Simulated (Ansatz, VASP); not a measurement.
# One calculation of CuO, two programs

```
CELL_PARAMETERS angstrom
2.55255 0.00000 0.00000
0.00000 2.55255 0.00000
0.00000 0.00000 2.55255
ATOMIC_POSITIONS crystal
Cu 0.00000 0.00000 0.00000
O 0.50000 0.50000 0.50000
```

Alike in both runs: task single point; functional PBE; k mesh 10 × 10 × 10; occupations fermi-dirac, width 0.05 eV; no spin polarisation.

|  | VASP | Ansatz |
| --- | --- | --- |
| version | VASP 6.6.1 | Ansatz 0.2.0 |
| potentials or method | VASP PAW PBE potentials, release 64 (Cu, O), cutoff 520 eV | all-electron LAPW, scalar-relativistic |

|  | VASP | Ansatz | Ansatz less VASP |
| --- | --- | --- | --- |
| gap on the k mesh at the Fermi level (eV) | none | none | - |
| pressure (GPa) | 21.1 | 20.8 | -0.27 |

A gap of «none» marks a metal or a gap that the smearing closes. Ansatz ran all-electron here, so the differences hold the error of VASP's frozen core and of both bases.

Caveats: an odd number of electrons without spin polarisation forces a metal; a magnetic or distorted state may lie lower; the run has no spin polarisation, though such a crystal can be magnetic; semilocal functionals often make such compounds metallic where correlation or magnetic order opens a gap, which also shifts bond lengths; so large a pressure means that the cell lies far from this level's equilibrium, or that cutoff or potentials fall short (VASP).
